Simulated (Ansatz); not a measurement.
**Ru: which structure wins at one pressure**

Aim: bring Ru in several structures (bcc, hcp, simple hexagonal, beta tin, omega) to one pressure and rank them by enthalpy. The pressure is set by scaling the first phase. Methods of the runs shown: PAW.

Program: Ansatz 0.2.0. Level of theory: DFT, PBE, PAW with Ansatz's default frozen-core files, scalar-relativistic. These are calculated values, not measurements.

## (1) The structure to begin with

Symmetry: Im-3m, No. 229, cubic system. Conventional cell: a = 3.020 Å, b = 3.020 Å, c = 3.020 Å, α = 90.00°, β = 90.00°, γ = 90.00°. Ru (site symmetry m-3m) has 8 Ru at 2.62 Å as nearest neighbours.

Coordinates:

```
CELL_PARAMETERS angstrom
-1.50986 1.50986 1.50986
1.50986 -1.50986 1.50986
1.50986 1.50986 -1.50986
ATOMIC_POSITIONS crystal
Ru 0.00000 0.00000 0.00000
```

## (2) Cell relaxed at zero pressure, PAW

input.yaml reads:

```yaml
crystal:
  lattice:
    - [-1.5098609582, 1.5098609582, 1.5098609582]
    - [1.5098609582, -1.5098609582, 1.5098609582]
    - [1.5098609582, 1.5098609582, -1.5098609582]
  atoms:
    - { symbol: Ru, position: [0.0, 0.0, 0.0] }
kpoints:
  mp_grid: { grid: [24, 24, 24] }
scf:
  occupations: { method: fermi_dirac, width: 0.05 }
hamiltonian:
  xc: pbe
  pseudopotentials: { kind: paw }
output:
  forces: true
  stress: true
relax:
  f_tol: 0.005
  max_steps: 40
  cell: {}
```

Command:

```bash
ansatz run input.yaml --threads 1 --pin off --max-ram 3584MiB --backend cpu --events-out ev --progress --plain --runs-dir out
```

After this run come: Volume scaled by 0.419, to set the pressure, PAW; Bcc relaxed under pressure, PAW; Hcp relaxed under pressure, PAW; Simple hexagonal relaxed under pressure, PAW; Beta tin relaxed under pressure, PAW; Omega relaxed under pressure, PAW.

**Question.** What will these runs give? Wanted: pressure; lowest.

**Answer**, as computed:

| quantity | value |
| --- | --- |
| pressure | 1700 GPa |
| lowest (PAW) | hcp, 1018.3 meV/atom under omega |

What this shows: By PAW the order is hcp < omega < bcc < simple hexagonal < beta tin. Only these structures were tried, with electrons smeared by 0.05 eV and without vibrations, so the true ground state may be another. The k meshes differ between phases and weren't tested, which can move differences by some meV.
